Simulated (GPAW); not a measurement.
# Sn (Fd-3m) in GPAW: notebook

The runs below take Sn through relaxation of cell and atoms, with BLYP, r2SCAN, AM05, PBEsol.

Program: GPAW 26.7.0. These are calculated values, not measurements. Logs are shortened: lines on timing, memory, paths and dates and some standing lists are left out, and cuts for length are marked. The log counts tension as positive stress, the text compression.

### 1 Starting point

Symmetry: Fd-3m, No. 227, cubic system. Conventional cell: a = 6.467 Å, b = 6.467 Å, c = 6.467 Å, α = 90.00°, β = 90.00°, γ = 90.00°. Sn (site symmetry -43m) is surrounded by 4 Sn at 2.80 Å.

This isn't the form of Sn at room conditions, which is tetragonal (white tin).

### 2 Relaxation of cell and atoms, BLYP

The input, run.py:

```python
from ase.filters import FrechetCellFilter
from ase.io import read, write
from ase.optimize import BFGS
from gpaw import GPAW, PW, setup_paths

setup_paths.insert(0, '.')

atoms = read('Sn.xyz')

calc = GPAW(mode=PW(600),
            xc='BLYP',
            kpts={'size': (6, 6, 6), 'gamma': True},
            occupations={'name': 'fermi-dirac', 'width': 0.05},
            nbands=24,
            convergence={'density': 1e-05, 'energy': 1e-05},
            eigensolver='davidson',
            maxiter=150,
            txt='gpaw.txt')
atoms.calc = calc
opt = BFGS(FrechetCellFilter(atoms), trajectory='relax.traj', logfile='-')
done = opt.run(fmax=0.02, steps=60)
calc.write('gs.gpw')
write('result.traj', atoms)
print('Converged:', done)
print('Cell:', atoms.cell.cellpar().round(4))
print('Volume:', round(atoms.get_volume(), 4))
print(atoms.get_scaled_positions().round(5))
```

The input, Sn.xyz:

```xyz
2
Lattice="0.0000000000 3.2333428000 3.2333428000 3.2333428000 0.0000000000 3.2333428000 3.2333428000 3.2333428000 0.0000000000" Properties=species:S:1:pos:R:3 pbc="T T T"
Sn     4.8500142000      4.8500142000      4.8500142000
Sn     3.2333428000      3.2333428000      3.2333428000
```

Potentials or basis: PAW data sets generated in the run's folder for this functional, pw.

On the command line:

```bash
> gpaw-setup -f BLYP Sn
> OMP_NUM_THREADS=1 python run.py
```

gpaw.txt:

```text
__  _  _
 | _ |_)|_||  |
 |__||  | ||/\| - 26.7.0

Input parameters:
  mode=PW(ecut=600.0),
  convergence={'density': 1e-05, 'energy': 1e-05},
  eigensolver=Davidson(niter=2),
  kpts=MonkhorstPack(size=(6, 6, 6), gamma=True),
  maxiter=150,
  nbands=24,
  occupations=Occupations(name='fermi-dirac', width=0.05),
  xc=XC(name='BLYP')

Diagonalizing LCAO Hamiltonian
Converting LCAO to pw mode

            Sn

       Sn

Atoms  # Å, Bohr magnetons
|   | symbol |        x |        y |        z |    initial magnetic moments |
|---|--------|----------|----------|----------|-----------------------------|
| 0 |     Sn | 4.850014 | 4.850014 | 4.850014 | ( 0.0000,  0.0000,  0.0000) |
| 1 |     Sn | 3.233343 | 3.233343 | 3.233343 | ( 0.0000,  0.0000,  0.0000) |

Unit cell  # Å
| periodic |        x |        y |        z |  lengths |    angles |
|----------|----------|----------|----------|----------|-----------|
|      yes | 0.000000 | 3.233343 | 3.233343 | 4.572637 | 60.000000 |
|      yes | 3.233343 | 0.000000 | 3.233343 | 4.572637 | 60.000000 |
|      yes | 3.233343 | 3.233343 | 0.000000 | 4.572637 | 60.000000 |

Number of symmetries: 24
Symmetry operations  # r_c * U_cc + t_c -> r_c
|    | kind |            matrix            |
|----|------|------------------------------|
|  0 |  E   |  1, 0, 0,  0, 1, 0,  0, 0, 1 |
|  1 |  σ   |  1, 0, 0,  0, 0, 1,  0, 1, 0 |
|  2 |  σ   |  1, 0,-1,  0, 1,-1,  0, 0,-1 |
|  3 |  C3  |  1, 0,-1,  0, 0,-1,  0, 1,-1 |
|  4 |  C3  |  1,-1, 0,  0,-1, 1,  0,-1, 0 |
|  5 |  σ   |  1,-1, 0,  0,-1, 0,  0,-1, 1 |
|  6 |  σ   |  0, 1, 0,  1, 0, 0,  0, 0, 1 |
|  7 |  C3  |  0, 1, 0,  0, 0, 1,  1, 0, 0 |
|  8 |  C2  |  0, 1,-1,  1, 0,-1,  0, 0,-1 |
[... 124 lines left out ...]
|iter     | |      energy | eigst |  dens |
|---------|-|-------------|-------|-------|
|iter:   1| |   -6.711947 | +0.08 |       |
|iter:   2| |   -6.723217 | -1.44 | -1.44 |
|iter:   3| |   -6.673846 | -1.95 | -1.46 |
|iter:   4| |   -6.671059 | -3.29 | -2.05 |
|iter:   5| |   -6.671972 | -4.10 | -2.50 |
|iter:   6| |   -6.672139 | -4.43 | -3.00 |
|iter:   7| |   -6.672146c| -5.23 | -4.17 |
|iter:   8| |   -6.672148c| -5.90 | -4.52 |
|iter:   9| |   -6.672148c| -6.68 | -5.02c|
|iter:  10| |   -6.672148c| -7.33 | -5.33c|
|iter:  11| |   -6.672148c| -8.39c| -6.09c|
[... 46 lines left out ...]
Stress tensor  # eV/Ang^3
|         x |         y |         z |
|-----------|-----------|-----------|
| -0.038531 | -0.000000 |  0.000000 |
| -0.000000 | -0.038531 |  0.000000 |
|  0.000000 |  0.000000 | -0.038531 |
[... 32 lines left out ...]
|  2 |  σ   |  1, 0,-1,  0, 1,-1,  0, 0,-1 |
|  3 |  C3  |  1, 0,-1,  0, 0,-1,  0, 1,-1 |
|  4 |  C3  |  1,-1, 0,  0,-1, 1,  0,-1, 0 |
|  5 |  σ   |  1,-1, 0,  0,-1, 0,  0,-1, 1 |
|  6 |  σ   |  0, 1, 0,  1, 0, 0,  0, 0, 1 |
|  7 |  C3  |  0, 1, 0,  0, 0, 1,  1, 0, 0 |
|  8 |  C2  |  0, 1,-1,  1, 0,-1,  0, 0,-1 |
[... 200 lines left out ...]
Atoms  # Å, Bohr magnetons
|   | symbol |        x |        y |        z |    initial magnetic moments |
|---|--------|----------|----------|----------|-----------------------------|
| 0 |     Sn | 5.060032 | 5.060032 | 5.060032 | ( 0.0000,  0.0000,  0.0000) |
| 1 |     Sn | 3.373355 | 3.373355 | 3.373355 | ( 0.0000,  0.0000,  0.0000) |

Unit cell  # Å
| periodic |        x |         y |        z |  lengths |    angles |
|----------|----------|-----------|----------|----------|-----------|
|      yes | 0.000000 |  3.373355 | 3.373355 | 4.770644 | 60.000000 |
|      yes | 3.373355 | -0.000000 | 3.373355 | 4.770644 | 60.000000 |
|      yes | 3.373355 |  3.373355 | 0.000000 | 4.770644 | 60.000000 |

Number of symmetries: 24
Symmetry operations  # r_c * U_cc + t_c -> r_c
|    | kind |            matrix            |
|----|------|------------------------------|
|  0 |  E   |  1, 0, 0,  0, 1, 0,  0, 0, 1 |
|  1 |  σ   |  1, 0, 0,  0, 0, 1,  0, 1, 0 |
|  2 |  σ   |  1, 0,-1,  0, 1,-1,  0, 0,-1 |
|  3 |  C3  |  1, 0,-1,  0, 0,-1,  0, 1,-1 |
|  4 |  C3  |  1,-1, 0,  0,-1, 1,  0,-1, 0 |
|  5 |  σ   |  1,-1, 0,  0,-1, 0,  0,-1, 1 |
|  6 |  σ   |  0, 1, 0,  1, 0, 0,  0, 0, 1 |
|  7 |  C3  |  0, 1, 0,  0, 0, 1,  1, 0, 0 |
|  8 |  C2  |  0, 1,-1,  1, 0,-1,  0, 0,-1 |
[... 202 lines left out ...]
Atoms  # Å, Bohr magnetons
|   | symbol |        x |        y |        z |    initial magnetic moments |
|---|--------|----------|----------|----------|-----------------------------|
| 0 |     Sn | 5.094027 | 5.094027 | 5.094027 | ( 0.0000,  0.0000,  0.0000) |
| 1 |     Sn | 3.396018 | 3.396018 | 3.396018 | ( 0.0000,  0.0000,  0.0000) |

Unit cell  # Å
| periodic |        x |         y |         z |  lengths |    angles |
|----------|----------|-----------|-----------|----------|-----------|
|      yes | 0.000000 |  3.396018 |  3.396018 | 4.802695 | 60.000000 |
|      yes | 3.396018 | -0.000000 |  3.396018 | 4.802695 | 60.000000 |
|      yes | 3.396018 |  3.396018 | -0.000000 | 4.802695 | 60.000000 |

Number of symmetries: 24
Symmetry operations  # r_c * U_cc + t_c -> r_c
|    | kind |            matrix            |
|----|------|------------------------------|
|  0 |  E   |  1, 0, 0,  0, 1, 0,  0, 0, 1 |
|  1 |  σ   |  1, 0, 0,  0, 0, 1,  0, 1, 0 |
|  2 |  σ   |  1, 0,-1,  0, 1,-1,  0, 0,-1 |
|  3 |  C3  |  1, 0,-1,  0, 0,-1,  0, 1,-1 |
|  4 |  C3  |  1,-1, 0,  0,-1, 1,  0,-1, 0 |
|  5 |  σ   |  1,-1, 0,  0,-1, 0,  0,-1, 1 |
|  6 |  σ   |  0, 1, 0,  1, 0, 0,  0, 0, 1 |
|  7 |  C3  |  0, 1, 0,  0, 0, 1,  1, 0, 0 |
|  8 |  C2  |  0, 1,-1,  1, 0,-1,  0, 0,-1 |
[... 200 lines left out ...]
Atoms  # Å, Bohr magnetons
|   | symbol |        x |        y |        z |    initial magnetic moments |
|---|--------|----------|----------|----------|-----------------------------|
| 0 |     Sn | 5.101469 | 5.101469 | 5.101469 | ( 0.0000,  0.0000,  0.0000) |
| 1 |     Sn | 3.400979 | 3.400979 | 3.400979 | ( 0.0000,  0.0000,  0.0000) |

Unit cell  # Å
| periodic |        x |         y |        z |  lengths |    angles |
|----------|----------|-----------|----------|----------|-----------|
|      yes | 0.000000 |  3.400979 | 3.400979 | 4.809711 | 60.000000 |
|      yes | 3.400979 | -0.000000 | 3.400979 | 4.809711 | 60.000000 |
|      yes | 3.400979 |  3.400979 | 0.000000 | 4.809711 | 60.000000 |

Number of symmetries: 24
Symmetry operations  # r_c * U_cc + t_c -> r_c
|    | kind |            matrix            |
|----|------|------------------------------|
|  0 |  E   |  1, 0, 0,  0, 1, 0,  0, 0, 1 |
|  1 |  σ   |  1, 0, 0,  0, 0, 1,  0, 1, 0 |
|  2 |  σ   |  1, 0,-1,  0, 1,-1,  0, 0,-1 |
|  3 |  C3  |  1, 0,-1,  0, 0,-1,  0, 1,-1 |
|  4 |  C3  |  1,-1, 0,  0,-1, 1,  0,-1, 0 |
|  5 |  σ   |  1,-1, 0,  0,-1, 0,  0,-1, 1 |
|  6 |  σ   |  0, 1, 0,  1, 0, 0,  0, 0, 1 |
|  7 |  C3  |  0, 1, 0,  0, 0, 1,  1, 0, 0 |
|  8 |  C2  |  0, 1,-1,  1, 0,-1,  0, 0,-1 |
[... 187 lines left out ...]
Forces  # eV/Ang
|        x |        y |        z |
|----------|----------|----------|
|  0.00000 |  0.00000 |  0.00000 |  # Sn   0
| -0.00000 | -0.00000 | -0.00000 |  # Sn   1

# Writing to gs.gpw (mode='')
```

stdout:

```text
Step          Energy          fmax
BFGS:    0       -6.673220        1.302454
BFGS:    1       -6.738058        1.016616
BFGS:    2       -6.852301        0.171103
BFGS:    3       -6.856858        0.030625
BFGS:    4       -6.857032        0.000817
Converged: True
Cell: [ 4.8097  4.8097  4.8097 60.     60.     60.    ]
Volume: 78.6759
[[0.75 0.75 0.75]
 [0.5  0.5  0.5 ]]
```

Wall time 43 s (1 thread of Intel Xeon 6975P-C (Granite Rapids), shared host); peak memory 0.21 GiB.

Results:

```yaml
Free_energy: -6.8570 eV
Relaxed_volume: 39.34 Å³/atom
Relaxed_cell: a = 4.810 Å, b = 4.810 Å, c = 4.810 Å, α = 60.00°, β = 60.00°, γ = 60.00°
Space_group_after_relaxing_to_0.05_Å: Fd-3m (No. 227)
Energy_gained_by_relaxing: 90.9 meV/atom
Ionic_steps: 5
Pressure_after_relaxing: 0.0 GPa
Band_gap_on_the_k_mesh: none (metal or under the smearing width)
```

The path:
```
step  energy change (eV)  largest force (eV/Å)  pressure (GPa)  volume (Å³)
   1              0.0000                0.0000            6.17        67.61
   2             -0.0648                0.0000            4.69        69.52
   3             -0.1776                0.0000            0.71        76.77
   4             -0.1817                0.0000            0.13        78.33
   5             -0.1818                0.0000            0.00        78.68
```

Final structure:
```
Sn
1.0
     0.00000    3.40098    3.40098
     3.40098    0.00000    3.40098
     3.40098    3.40098    0.00000
Sn
2
Direct
  0.75000 0.75000 0.75000
  0.50000 0.50000 0.50000
```

Caveat: later steps reuse the first step's grids; the volume moved by over 15 % at a fixed basis, so the end points are rough. Zero-point motion and thermal expansion aren't in these numbers.

(Part 1 of 3 ends here.)
